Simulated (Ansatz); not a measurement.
# InP₃ under pressure: fit and missing row

InP₃, R-3m, a = 7.483 Å, c = 10.108 Å. The structure is a COD entry; whether it is the stable form wasn't checked. Ansatz: r2SCAN, PAW, 500 eV, Γ-centred 6×6×6 mesh on 8 atoms, Gaussian smearing 0.10 eV; no spin polarisation. Cell and atoms are relaxed at each pressure, and no other structure is tried, so the rows at high pressure may lie past a change of phase.

```
V (Å³/atom) P (GPa)
          ?    20.03
     17.894    10.01
     18.926     4.99
     19.735     2.02
     20.423     0.00
     21.273    -2.01
```

**Question.** Take V0 = 20.423 Å³/atom, fit the third-order Birch–Murnaghan form to the other rows, and predict the missing volume.

**Answer.** With the Eulerian strain f = ½[(V0/V)^(2/3) − 1] and y = P/[3f(1 + 2f)^(5/2)], the form is the line y = B0 + 1.5 B0 (B0′ − 4) f. Rows (f, y): 0.04607, 58.1; 0.02603, 56.3; 0.01155, 55.1; -0.01341, 53.5. Means f = 0.01756, y = 55.750; Σ(Δf)² = 0.001880, ΣΔfΔy = 0.1452; the slope is their ratio. y = 54.39 + 77.27 f GPa, so B0 = 54.4 GPa and B0′ = 4 + 2 × (77.27)/(3 × 54.39) = 4.95. P = 20.03 GPa is met at f = 0.07724 (y = 60.36), so V = V0 (1 + 2f)^(−3/2) = 16.464 Å³/atom. The run gave 16.442 Å³/atom, so the fit is 0.022 Å³/atom too high, 0.46 % of the span of the series, against an rms of 0.003 Å³/atom on the fitted rows. The row lies outside the fitted range. A fourth-order term fitted to the same rows gives P = 20.62 GPa at this row's volume (the line 20.22, the run 20.03), no gain.